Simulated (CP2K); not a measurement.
## ZrS under changes of volume

One of the cells (18.088 Å³/atom); the others are scaled copies at fixed shape and fractional positions:

```xyz
2
Lattice="3.7123 0.0000 0.0000 1.8562 3.2150 0.0000 1.8562 1.0717 3.0311" Properties=species:S:1:pos:R:3 pbc="T T T"
Zr    0.0000    0.0000    0.0000
S     3.7123    2.1433    1.5155
```

| Item | Value |
| --- | --- |
| Program | CP2K 2026.2 |
| Functional | r2SCAN |
| Potentials or basis | POTENTIAL_UZH Zr GTH-SCAN-q12, S GTH-SCAN-q6; TZVP-MOLOPT-SCAN-GTH basis |
| Density cutoff | 9524 eV |
| k mesh | 9 × 9 × 9 |
| Occupations | fermi-dirac, width 0.05 eV |
| Spin | no spin polarisation |

| volume (Å³/atom) | energy over the lowest point (meV/atom) | pressure (GPa) |
| --- | --- | --- |
| 17.003 | 22.21 | 8.4 |
| 17.364 | 7.38 | 4.8 |
| 17.726 | ? | ? |
| 18.088 | 0.00 | -1.3 |
| 18.450 | 5.92 | -3.8 |
| 18.811 | 17.35 | -6.1 |
| 19.173 | 33.49 | -8.2 |

Q: What does the run at 17.726 Å³/atom give?

A: Energy over the lowest point 0.25 meV/atom; pressure 1.6 GPa.

Worked out: A Birch-Murnaghan fit of order 3 (a polynomial in V^(-2/3)) to the other rows has its minimum at 17.92 Å³/atom with B0 = V·E''(V) = 142 GPa and B' = 4.9. It gives 0.23 meV/atom at 17.726 Å³/atom, against the run's 0.25, and -dE/dV = 1.6 GPa, against 1.6.

Energies are extrapolated to zero smearing.

Caveats: the basis of atomic orbitals isn't converged, which shifts pressures, moduli and gaps.
